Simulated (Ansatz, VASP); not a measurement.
**One calculation of Al, two programs**

```
Al
1.0
     2.70554    0.00000    0.00000
     1.26923    2.40320    0.00000
     1.30884    0.78281    2.25959
Al
1
Direct
  0.00000 0.00000 0.00000
```

Alike in both runs: task single point; functional PBE; k mesh 18 × 18 × 18; occupations gaussian, width 0.1 eV; no spin polarisation.

|  | VASP | Ansatz |
| --- | --- | --- |
| version | VASP 6.6.1 | Ansatz 0.2.0 |
| potentials or method | VASP PAW PBE potentials, release 64 (Al) | scalar-relativistic, plane waves, PAW |
| plane-wave cutoff (eV) | 520 | 420 |
| valence electrons in the cell | 3 | 3 |

```csv
,VASP,Ansatz,Ansatz less VASP
gap on the k mesh at the Fermi level (eV),none,none,-
pressure (GPa),11.8,11.9,+0.03
largest component of the traceless stress (GPa),1.77,1.77,-0.002
```

A gap of «none» marks a metal or a gap that the smearing closes. With one functional, cell and mesh, what is left measures potentials, basis and numerics.
